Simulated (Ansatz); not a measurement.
**GaP: stiffness from a series of strains**

```yaml
crystal:
  lattice:
    - [0.00000, 2.72525, 2.72525]
    - [2.72525, 0.00000, 2.72525]
    - [2.72525, 2.72525, 0.00000]
  atoms:
    - { symbol: Ga, position: [0.00000, 0.00000, 0.00000] }
    - { symbol: P, position: [0.75000, 0.75000, 0.75000] }
```

Atoms are numbered in the order listed.

The conventional cell has a = 5.451 Å, b = 5.451 Å, c = 5.451 Å, α = 90.00°, β = 90.00°, γ = 90.00°. Ga (atom 1) is surrounded by 4 P at 2.36 Å. P (atom 2) is surrounded by 4 Ga at 2.36 Å.

The cell is COD entry 9008846, as deposited and not checked against the literature; nothing was relaxed.

The calculation used DFT, PBEsol, all-electron LAPW, scalar-relativistic in Ansatz 0.2.0.

Settings: a Γ-centred 12×12×12 k mesh, Fermi–Dirac smearing of 0.08 eV, basis error target 0.5 meV/atom, no spin polarisation.

The strain is applied along the Cartesian axes of the cell as listed (the other components stay zero). Fractional coordinates are held (clamped ions).

σ is the change of stress from the unstrained cell, which is at -0.57 GPa; tension is positive, so slopes are stress–strain coefficients at that pressure.

Only quantities that a quadratic follows smoothly over the whole series are listed; rougher ones are left out.

| εzz | σzz (GPa) | σxx (GPa) |
| --- | --- | --- |
| -0.0200 | -2.70 | -1.25 |
| 0.0000 | 0.00 | 0.00 |
| 0.0100 | 1.30 | 0.55 |
| 0.0200 | 2.58 | 1.06 |

Task: Fit the series and read off the stiffness at zero strain.

Result: Least-squares fits y = p0 + p1 x + p2 x² to the rows give σzz (GPa): p1 = 132, p2 = -150; σxx (GPa): p1 = 57.7, p2 = -230. So C11 = 132 GPa and C12 = 58 GPa, which gives B = (C11 + 2 C12)/3 = 83 GPa.

Task: One run, at εzz = -0.0100, is withheld. Predict its row.

Result: The fits give -1.34, -0.60; the run gave -1.33, -0.60.
